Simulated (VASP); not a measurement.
# SiO2 (P6_422) in VASP: settings compared, part 2 of 2

VASP 6.6.1. Earlier steps stand in the parts before.

### 3 Relaxation of cell and atoms, r2SCAN

File INCAR:

```
SYSTEM = SiO2
ALGO = Normal
EDIFF = 1E-6
EDIFFG = -0.005
ENCUT = 600
IBRION = 2
ISIF = 3
ISMEAR = -1
LASPH = .TRUE.
LCHARG = .FALSE.
LMIXTAU = .TRUE.
LREAL = .FALSE.
LWAVE = .FALSE.
METAGGA = R2SCAN
NELM = 80
NSW = 60
PREC = Accurate
SIGMA = 0.05
```

File KPOINTS:

```
k-points
0
G
  5 5 4
  0 0 0
```

File POSCAR:

```
SiO2
1.0
    5.0605222284      0.0000000000      0.0000000000
   -2.5302611142      4.3825408062      0.0000000000
    0.0000000000      0.0000000000      5.5413533100
Si O
3 6
Direct
    0.5000000000      0.0000000000      0.0000000000
    0.5000000000      0.5000000000      0.6666666667
    0.0000000000      0.5000000000      0.3333333333
    0.2086053700      0.7913946300      0.1666666667
    0.2086053700      0.4172107400      0.5000000000
    0.4172107400      0.2086053700      0.8333333333
    0.7913946300      0.2086053700      0.1666666667
    0.7913946300      0.5827892600      0.5000000000
    0.5827892600      0.7913946300      0.8333333333
```

Potentials or basis: VASP PAW PBE potentials, release 64 (Si, O).

The run is started by

```sh
> cat potpaw_PBE.64/Si/POTCAR potpaw_PBE.64/O/POTCAR > POTCAR
> mpirun -np 1 vasp_std > vasp.out
```

OUTCAR:

```text
SYSTEM = SiO2
   EDIFF = 1E-6
   EDIFFG = -0.005
   ENCUT = 600
   IBRION = 2
   ISIF = 3
   ISMEAR = -1
   LASPH = .TRUE.
   LREAL = .FALSE.
   METAGGA = R2SCAN
   NELM = 80
   NSW = 60
   PREC = Accurate

 ion  position               nearest neighbor table
   1  0.500  0.000  0.000-   6 1.61   9 1.61   7 1.61   4 1.61   2 3.13   3 3.13   2 3.13   3 3.13

   2  0.500  0.500  0.667-   6 1.61   9 1.61   8 1.61   5 1.61   1 3.13   1 3.13   3 3.13   3 3.13

   3  0.000  0.500  0.333-   4 1.61   7 1.61   5 1.61   8 1.61   1 3.13   1 3.13   2 3.13   2 3.13

   4  0.209  0.791  0.167-   3 1.61   1 1.61
   5  0.209  0.417  0.500-   2 1.61   3 1.61
   6  0.417  0.209  0.833-   2 1.61   1 1.61
   7  0.791  0.209  0.167-   3 1.61   1 1.61
   8  0.791  0.583  0.500-   2 1.61   3 1.61
   9  0.583  0.791  0.833-   2 1.61   1 1.61

  LATTYP: Found a hexagonal cell.
 ALAT       =     5.0605222284
 C/A-ratio  =     1.0950160991

  Lattice vectors:

 A1 = (   5.0605222284,   0.0000000000,   0.0000000000)
 A2 = (  -2.5302611142,   4.3825408062,   0.0000000000)
 A3 = (   0.0000000000,   0.0000000000,   5.5413533100)

Analysis of symmetry for initial positions (statically):
=====================================================================
 Subroutine PRICEL returns:
 Original cell was already a primitive cell.

 Routine SETGRP: Setting up the symmetry group for a
 hexagonal supercell.

 Subroutine GETGRP returns: Found 12 space group operations
 (whereof  4 operations were pure point group operations)
 out of a pool of 24 trial point group operations.

The static configuration has the point symmetry D_2 .
 The point group associated with its full space group is D_6 .

Analysis of symmetry for dynamics (positions and initial velocities):
=====================================================================
 Subroutine PRICEL returns:
 Original cell was already a primitive cell.

 Routine SETGRP: Setting up the symmetry group for a
 hexagonal supercell.

 Subroutine GETGRP returns: Found 12 space group operations
 (whereof  4 operations were pure point group operations)
 out of a pool of 24 trial point group operations.

The dynamic configuration has the point symmetry D_2 .
 The point group associated with its full space group is D_6 .

 Subroutine INISYM returns: Found 12 space group operations
 (whereof  4 operations are pure point group operations),
 and found     1 'primitive' translations

----------------------------------------------------------------------------------------

                                     Primitive cell

  volume of cell :     122.8958

  direct lattice vectors                    reciprocal lattice vectors
     5.060522228  0.000000000  0.000000000     0.197608064  0.114089069  0.000000000
    -2.530261114  4.382540806  0.000000000     0.000000000  0.228178138  0.000000000
     0.000000000  0.000000000  5.541353310     0.000000000  0.000000000  0.180461332

  length of vectors
     5.060522228  5.060522228  5.541353310     0.228178138  0.228178138  0.180461332

  position of ions in fractional coordinates (direct lattice)
     0.500000000  0.000000000  0.000000000
     0.500000000  0.500000000  0.666666667
[... 34 lines left out ...]

  Length of vectors
     0.045635628  0.045635628  0.045115333

  Shift w.r.t. Gamma in fractional coordinates (k-lattice)
     0.000000000  0.000000000  0.000000000

 Subroutine IBZKPT returns following result:
 ===========================================

 Found     15 irreducible k-points:

 Following reciprocal coordinates:
            Coordinates               Weight
  0.000000  0.000000  0.000000      1.000000
  0.200000  0.000000  0.000000      6.000000
  0.400000  0.000000  0.000000      6.000000
  0.200000  0.200000  0.000000      6.000000
  0.400000  0.200000  0.000000      6.000000
  0.000000  0.000000  0.250000      2.000000
  0.200000  0.000000  0.250000     12.000000
  0.400000  0.000000  0.250000     12.000000
  0.200000  0.200000  0.250000     12.000000
  0.400000  0.200000  0.250000     12.000000
  0.000000  0.000000  0.500000      1.000000
  0.200000  0.000000  0.500000      6.000000
  0.400000  0.000000  0.500000      6.000000
  0.200000  0.200000  0.500000      6.000000
  0.400000  0.200000  0.500000      6.000000
   k-points           NKPTS =     15   k-points in BZ     NKDIM =     15   number of bands    NBANDS=     29
   number of dos      NEDOS =    301   number of ions     NIONS =      9
   total plane-waves  NPLWV =  76800
   dimension x,y,z NGX =    40 NGY =   40 NGZ =   48
   dimension x,y,z NGXF=    80 NGYF=   80 NGZF=   96
   ions per type =               3   6
   NGX,Y,Z   is equivalent  to a cutoff of  13.14, 13.14, 14.40 a.u.
   NGXF,Y,Z  is equivalent  to a cutoff of  26.28, 26.28, 28.80 a.u.
 SYSTEM =  SiO2
   PREC   = accura    normal or accurate (medium, high low for compatibility)
   ISTART =      0    job   : 0-new  1-cont  2-samecut
   ICHARG =      2    charge: 1-file 2-atom 10-const
   ISPIN  =      1    spin polarized calculation?
   LNONCOLLINEAR =      F non collinear calculations
   LSORBIT =      F    spin-orbit coupling
   LASPH  =      T    aspherical Exc in radial PAW
   ENCUT  =  600.0 eV  44.10 Ry    6.64 a.u.  10.11 10.11 11.07*2*pi/ulx,y,z
   NELM   =     80;   NELMIN=  2; NELMDL= -5     # of ELM steps
   EDIFF  = 0.1E-05   stopping-criterion for ELM
   LREAL  =      F    real-space projection
   EDIFFG = -.5E-02   stopping-criterion for IOM
   NSW    =     60    number of steps for IOM
   IBRION =      2    ionic relax: 0-MD 1-quasi-New 2-CG
   NFREE  =      1    steps in history (QN), initial steepest desc. (CG)
   ISIF   =      3    stress and relaxation
   ISYM   =      2    0-nonsym 1-usesym 2-fastsym
   POTIM  = 0.5000    time-step for ionic-motion
   TEBEG  =    0.0;   TEEND  =   0.0 temperature during run
   PSTRESS=    0.0 pullay stress
   NELECT =      48.0000    total number of electrons
   NUPDOWN=      -1.0000    fix difference up-down
   EMIN   =  10.00;   EMAX   =-10.00  energy-range for DOS
   EFERMI =   0.00;   METHOD = LEGACY
   ISMEAR =    -1;   SIGMA  =   0.05  broadening in eV -4-tet -1-fermi 0-gaus
   EFERMI_NEDOS =   21; number of points for ismear=-14 and -15
   IALGO  =     38    algorithm
   IMIX   =      4    mixing-type and parameters
     AMIX     =   0.40;   BMIX     =  1.00
     AMIX_MAG =   1.60;   BMIX_MAG =  1.00
  volume/ion in A,a.u.               =      13.66        92.15
  Fermi-wavevector in a.u.,A,eV,Ry     =   1.196675  2.261388 19.483963  1.432031
  Thomas-Fermi vector in A             =   2.332609
   LORBIT       =      0    0 simple, 1 ext, 2 COOP (PROOUT), +10 PAW based schemes
   METAGGA = R2SCAN    functional components
   LHFCALC =     F    Hartree Fock is set to
   AEXX    =    0.0000 exact exchange contribution
   IVDW    =     0    specifies the selected vdW correction
   LEPSILON=     F    determine dielectric tensor
   LRPA    =     F    only Hartree local field effects (RPA)
 conjugate gradient relaxation of ions
 non-spin polarized calculation
  energy-cutoff  :      600.00
  volume of cell :      122.90
 maximum number of plane-waves:      4138
   NGX = 21   NGY = 21   NGZ = 23

--------------------------------------- Ionic step        1  -------------------------------------------

 number of electron      47.9999982 magnetization

 Free energy of the ion-electron system (eV)
  ---------------------------------------------------
  ext. energy  EPLUGINS =         0.00000000
  ---------------------------------------------------
  free energy    TOTEN  =       -89.38395064 eV

  energy without entropy =      -89.38395064  energy(sigma->0) =      -89.38395064

------------------------ aborting loop because EDIFF is reached ----------------------------------------

  FORCE on cell =-STRESS in cart. coord.  units (eV):
  Direction    XX          YY          ZZ          XY          YZ          ZX
  --------------------------------------------------------------------------------------
  -------------------------------------------------------------------------------------
  Total        0.0040902      0.0040902      0.0201575      0.0000000     -0.0000000      0.0000000
  in kB        0.0533233      0.0533233      0.2627907      0.0000000     -0.0000000      0.0000000
  external PRESSURE =       0.1231458 kB  Pullay stress =       0.0000000 kB
[... 116 lines left out ...]
--------------------------------------- Ionic step        4  -------------------------------------------

 number of electron      47.9999982 magnetization

 Free energy of the ion-electron system (eV)
  ---------------------------------------------------
  ext. energy  EPLUGINS =         0.00000000
  ---------------------------------------------------
  free energy    TOTEN  =       -89.38403661 eV

  energy without entropy =      -89.38403661  energy(sigma->0) =      -89.38403661

 E-fermi :   1.1857     XC(G=0):  -9.2002

 val. band max:        0.0689114929   @ k =   0.0000   0.0000   0.5000
 cond. band min:       6.3738547452   @ k =   0.0000   0.0000   0.0000
 fundamental gap:      6.3049432522
 Fermi energy:         1.1857153577

 k-point     1 :       0.0000    0.0000    0.0000
  band No.  band energies     occupation
      1     -20.3470      2.00000
      2     -18.8998      2.00000
      3     -18.8998      2.00000
      4     -18.3226      2.00000
      5     -18.2731      2.00000
      6     -18.2731      2.00000
[... 505 lines left out ...]
  FREE ENERGIE OF THE ION-ELECTRON SYSTEM (eV)
  ---------------------------------------------------
  free  energy   TOTEN  =       -89.3840366089 eV

  energy  without entropy=      -89.3840366088  energy(sigma->0) =      -89.38403661

 reached required accuracy - stopping structural energy minimisation
```

It took 7.1 min on 1 thread of Intel Xeon Platinum 8488C (Sapphire Rapids), shared host; peak memory 0.31 GiB.

Results:

```yaml
Free_energy: -89.3840 eV
Relaxed_volume: 13.65 Å³/atom
Relaxed_cell: a = 5.060 Å, b = 5.060 Å, c = 5.542 Å, α = 90.00°, β = 90.00°, γ = 120.00°
Space_group_after_relaxing_to_0.05_Å: P6_422 (No. 181)
Energy_gained_by_relaxing: 0.0 meV/atom
Ionic_steps: 4
Pressure_after_relaxing: 0.0 GPa
Band_gap_on_the_k_mesh: 6.30 eV, indirect (least direct gap 6.49 eV)
```

Final structure:
```cif
data_structure
_symmetry_space_group_name_H-M 'P 1'
_symmetry_Int_Tables_number 1
_cell_length_a 5.0597
_cell_length_b 5.0597
_cell_length_c 5.5417
_cell_angle_alpha 90.000
_cell_angle_beta 90.000
_cell_angle_gamma 120.000
_cell_volume 122.87
loop_
_atom_site_label
_atom_site_type_symbol
_atom_site_fract_x
_atom_site_fract_y
_atom_site_fract_z
_atom_site_occupancy
Si1 Si 0.50000 0.00000 0.00000 1
Si2 Si 0.50000 0.50000 0.66667 1
Si3 Si 0.00000 0.50000 0.33333 1
O1 O 0.20843 0.79157 0.16667 1
O2 O 0.20843 0.41685 0.50000 1
O3 O 0.41685 0.20843 0.83333 1
O4 O 0.79157 0.20843 0.16667 1
O5 O 0.79157 0.58315 0.50000 1
O6 O 0.58315 0.79157 0.83333 1
```

Levels at points of the mesh, in eV from the valence-band top:
```tsv
k point	band 21	band 22	band 23	band 24	band 25	band 26	band 27	band 28
(0.00, 0.00, 0.00)	-1.00	-0.46	-0.46	-0.19	6.30	9.74	9.74	10.08
(0.00, 0.00, 0.50)	-1.16	-0.28	0.00	0.00	8.18	8.18	9.25	10.74
```

Caveat: the PAW data sets were made with another functional, which shifts forces and pressure a little; an odd mesh through Γ misses points on the zone boundary, where band edges often lie.
